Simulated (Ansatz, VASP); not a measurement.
# Two plane-wave programs on ZrB

INCAR

```
PREC = Accurate
ENCUT = 600
EDIFF = 1E-7
ISMEAR = 0
SIGMA = 0.1
LREAL = F
LASPH = T
NELM = 80
ALGO = Normal
ISIF = 3
LWAVE = F
LCHARG = F
GGA = PE
IVDW = 12
IBRION = 2
NSW = 100
EDIFFG = -0.005
```

Contents of KPOINTS:

```
regular mesh
0
Gamma
  14 14 14
```

POSCAR

```
ZrB
1.0
    0.0000000000      2.4314291794      2.4314291794
    2.4314291794      0.0000000000      2.4314291794
    2.4314291794      2.4314291794      0.0000000000
Zr B
1 1
Direct
    0.0000000000      0.0000000000      0.0000000000
    0.5000000000      0.5000000000      0.5000000000
```

Input for Ansatz:

```yaml
crystal:
  lattice:
    - [0.0, 2.4314291794, 2.4314291794]
    - [2.4314291794, 0.0, 2.4314291794]
    - [2.4314291794, 2.4314291794, 0.0]
  atoms:
    - { symbol: Zr, position: [0.0, 0.0, 0.0] }
    - { symbol: B, position: [0.5, 0.5, 0.5] }
basis:
  ecutwfc: 420
kpoints:
  mp_grid: { grid: [14, 14, 14] }
hamiltonian:
  xc: pbe
  dispersion: d3bj
scf:
  occupations: { method: gaussian, width: 0.1 }
output:
  forces: true
  stress: true
  eigenvalues: true
relax:
  adjacent_minimum: "off"
  f_tol: 0.005
  max_steps: 80
  cell: { stress_tol: 0.05 }
```

Alike in both runs: task relaxation of cell and atoms; functional PBE; dispersion D3(BJ); k mesh 14 × 14 × 14; occupations gaussian, width 0.1 eV; no spin polarisation.

```csv
,VASP,Ansatz
version,VASP 6.6.1,Ansatz 0.2.0
potentials or method,"VASP PAW PBE potentials, release 64 (Zr_sv, B)","scalar-relativistic, plane waves, PAW"
plane-wave cutoff (eV),600,420
valence electrons in the cell,15,15
```

Ansatz gave:

```
gap on the k mesh at the Fermi level, each at its own relaxed structure (eV) : none
relaxed volume (Å³/atom)                                                     : 14.35
relaxed cell length with the largest relative difference (Å)                 : 3.437
```

Problem. Estimate VASP's values.

Solution. gap on the k mesh at the Fermi level, each at its own relaxed structure (eV): none; relaxed volume (Å³/atom): 14.36; relaxed cell length with the largest relative difference (Å): 3.437.

A gap of «none» marks a metal or a gap that the smearing closes.

Caveats: pairwise dispersion overbinds metals, which lowers pressure and volume.
